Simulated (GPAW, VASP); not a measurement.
Given: the input of a run of VASP 6.6.1 on SnTe. 

The input INCAR:

```
PREC = Accurate ; ENCUT = 520
EDIFF = 1E-6 ; ISMEAR = 0
SIGMA = 0.012 ; LREAL = False
LASPH = True ; NELM = 100
ALGO = Fast ; ISIF = 2
LWAVE = False ; LCHARG = False
GGA = PE ; NBANDS = 17
```

The input KPOINTS:

```
Automatic mesh
0
Gamma
  7 7 7
```

File POSCAR:

```
SnTe
1.0
    0.0000000000      3.1508500000      3.1508500000
    3.1508500000      0.0000000000      3.1508500000
    3.1508500000      3.1508500000      0.0000000000
Te Sn
1 1
Direct
    0.5000000000      0.5000000000      0.5000000000
    0.0000000000      0.0000000000      0.0000000000
```

Potentials or basis: VASP PAW PBE potentials, release 64 (Te, Sn_d).

Run with:

```bash
$ cat potpaw_PBE.64/Te/POTCAR potpaw_PBE.64/Sn_d/POTCAR > POTCAR
$ mpirun -np 1 vasp_std > vasp.out
```

Set up the same calculation for GPAW 26.7.0 (ASE script). Potentials or basis there: GPAW PAW data sets (gpaw-data 1.2.1), cutoff 600 eV.

As run (cutoffs and basis follow the program's own potentials, and thresholds, step limits or extra output files can differ):

Contents of run.py:

```python
from ase.dft.bandgap import bandgap
from ase.io import read, write
from ase.units import GPa
from gpaw import GPAW, PW

atoms = read('SnTe.xyz')

calc = GPAW(mode=PW(600),
            xc='PBE',
            kpts={'size': (7, 7, 7), 'gamma': True},
            occupations={'name': 'methfessel-paxton', 'order': 0, 'width': 0.012},
            nbands=19,
            convergence={'density': 1e-05, 'energy': 1e-05},
            maxiter=150,
            txt='gpaw.txt')
atoms.calc = calc
energy = atoms.get_potential_energy()
forces = atoms.get_forces()
stress = atoms.get_stress()
calc.write('gs.gpw')
write('result.traj', atoms)
print(f'Energy: {energy:.6f} eV')
print('Forces (eV/A):')
print(forces.round(4))
print('Stress (GPa):', (stress / GPa).round(3))
print('Fermi level:', round(calc.get_fermi_level(), 4), 'eV')
print(f'Gap: {bandgap(calc)[0]:.4f} eV, direct: {bandgap(calc, direct=True)[0]:.4f} eV')
```

Contents of SnTe.xyz:

```xyz
2
Lattice="0.0000000000 3.1508500000 3.1508500000 3.1508500000 0.0000000000 3.1508500000 3.1508500000 3.1508500000 0.0000000000" Properties=species:S:1:pos:R:3 pbc="T T T"
Te     3.1508500000      3.1508500000      3.1508500000
Sn     0.0000000000      0.0000000000      0.0000000000
```

Potentials or basis: GPAW PAW data sets (gpaw-data 1.2.1), pw.

The run is started by

```bash
$ OMP_NUM_THREADS=1 python run.py
```

Both were run:

|  | VASP | GPAW |
| --- | --- | --- |
| Pressure | 2.2 GPa | 1.9 GPa |

Pressure is positive in compression.
